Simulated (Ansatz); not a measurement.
Crystal: Sb.

```
Sb
1.0
    -4.03001    4.03001    2.02549
     4.03001   -4.03001    2.02549
     4.03001    4.03001   -2.02549
Sb
4
Direct
  0.65126 0.15126 0.80253
  0.15126 0.34874 0.50000
  0.34874 0.84874 0.19747
  0.84874 0.65126 0.50000
```

This isn't the form of Sb at room conditions, which is rhombohedral.

| Quantity | Value |
| --- | --- |
| Program | Ansatz 0.2.0 |
| Task | single point |
| Functional | PBE |
| Potentials or basis | Ansatz PAW |
| Cutoff | 420 eV (not typed: the program's choice for these potentials) |
| k mesh | 7 × 7 × 7 |
| Occupations | fermi-dirac, width 0.05 eV |
| Spin | no spin polarisation |

On this cell: pressure 1.6 GPa; largest force 0.007 eV/Å; band gap on the k mesh none (metal or under the smearing width).

The same run follows on a disturbed copy (atoms moved at random, drawn with an rms of 0.05 Å):

```xyz
4
Lattice="-4.0300 4.0300 2.0255 4.0300 -4.0300 2.0255 4.0300 4.0300 -2.0255" Properties=species:S:1:pos:R:3 pbc="T T T"
Sb    1.2483    5.2666   -0.0250
Sb    2.8076    1.1880   -0.0101
Sb    2.8137   -1.2378    2.0302
Sb    1.1925    2.8254    2.0251
```

What changes?

The energy (extrapolated to zero smearing) moves by +2.1 meV/atom; pressure 1.7 GPa; largest force 0.185 eV/Å; band gap on the k mesh none (metal or under the smearing width).

Forces in eV/Å, atoms in the order of the input:
```
Sb  -0.148 -0.098  0.051
Sb  -0.010  0.109  0.000
Sb   0.007  0.059 -0.040
Sb   0.152 -0.070 -0.011
```

Stress tensor (GPa, compression positive):
```
 1.43  0.35 -0.12
 0.35  1.44 -0.21
-0.12 -0.21  2.10
```
